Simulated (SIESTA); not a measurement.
Crystal: TiC.

```
CELL_PARAMETERS angstrom
0.00000 2.16572 2.16572
2.16572 0.00000 2.16572
2.16572 2.16572 0.00000
ATOMIC_POSITIONS crystal
Ti 0.00000 0.00000 0.00000
C 0.50000 0.50000 0.50000
```

The cell is a database's computed one.

Base run:

| Item | Value |
| --- | --- |
| Program | SIESTA 5.4.2 |
| Functional | PBE |
| Potentials or basis | PseudoDojo 0.4 standard (PBE files) |
| Basis | DZP (energy shift 0.002 Ry) |
| Grid cutoff | 800 Ry |
| Energy shift | 0.002 Ry |
| k mesh | 11 × 11 × 11 |
| Occupations | fermi-dirac, width 0.05 eV |
| Spin | no spin polarisation |

Its results: band gap on the k mesh none (metal or under the smearing width); pressure 0.5 GPa.

**Question.** After a change of settings the same cell gave: band gap on the k mesh none (metal or under the smearing width); pressure -6.3 GPa. Which change was it?
A. functional from PBE to PBEsol; potentials or basis from PseudoDojo 0.4 standard (PBE files) to PseudoDojo 0.4 standard (PBEsol files)
B. basis from DZP (energy shift 0.002 Ry) to DZP (energy shift 0.003 Ry; two zetas on semicore shells); energy shift from 0.002 Ry to 0.003 Ry
C. basis from DZP (energy shift 0.002 Ry) to DZ (energy shift 0.002 Ry)

**Answer.** A.

Caveats: semicore shells carry a single zeta, which can move pressures by several GPa and volumes by a few percent; the basis of atomic orbitals isn't converged, which shifts pressures, moduli and gaps.

Not every run made on this cell is shown here.
